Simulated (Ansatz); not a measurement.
Starting cell, CaF2 (fluorite):

```
CaF2
1.0
    0.00000     5.43914     5.43914
    2.71957     0.00000     2.71957
    2.71957     2.71957     0.00000
Ca F
2 4
Direct
  0.00000   0.00000   0.00000
  0.50000   0.00000   0.00000
  0.12500   0.25000   0.25000
  0.62500   0.25000   0.25000
  0.37500   0.75000   0.75000
  0.87500   0.75000   0.75000
```

The atoms are displaced by Q × the pattern below (from a DFPT mode at L = (0.5, 0.0, 0.0), largest move 1; Q in Å), at fixed cell. (q is in reciprocal vectors of the primitive cell; the cell shown is doubled to hold the pattern.)

| atom | x | y | z |
|---|---|---|---|
| Ca1 | 0.577 | -0.577 | -0.577 |
| Ca2 | -0.577 | 0.577 | 0.577 |
| F3 | -0.514 | 0.514 | 0.514 |
| F4 | 0.514 | -0.514 | -0.514 |
| F5 | 0.514 | -0.514 | -0.514 |
| F6 | -0.514 | 0.514 | 0.514 |

Computed with r2SCAN (plane waves to 500 eV, PAW, scalar-relativistic; Ansatz, a quantum-chemistry and plane-wave program). k mesh 11×11×11 (Γ-centred), Fermi-Dirac smearing 0.05 eV. CaF2 was relaxed with its symmetry unable to fall. 

| Q (Å) | −dE/dQ from forces (eV/Å) |
|---|---|
| -0.100 | 6.311 |
| -0.083 | 5.282 |
| -0.067 | 4.241 |
| -0.050 | 3.189 |
| -0.033 | 2.131 |
| -0.017 | 1.067 |
| 0.000 | 0.000 |
| 0.017 | -1.067 |
| 0.033 | -2.131 |
| 0.050 | -3.189 |
| 0.067 | -4.241 |
| 0.083 | -5.282 |
| 0.100 | -6.311 |

**Question.** What harmonic wavenumber does the curvature at Q = 0 give?

**Answer.** 352 cm⁻¹. E″ = 64.01 eV/Å², M = Σ mᵢ|uᵢ|² = 140.3 u, ν̃ = 521.5·√(|E″|/M).

(For displaced atoms, the force is minus the slope of the energy, and its curvature is a force constant, which sets phonon frequencies.)
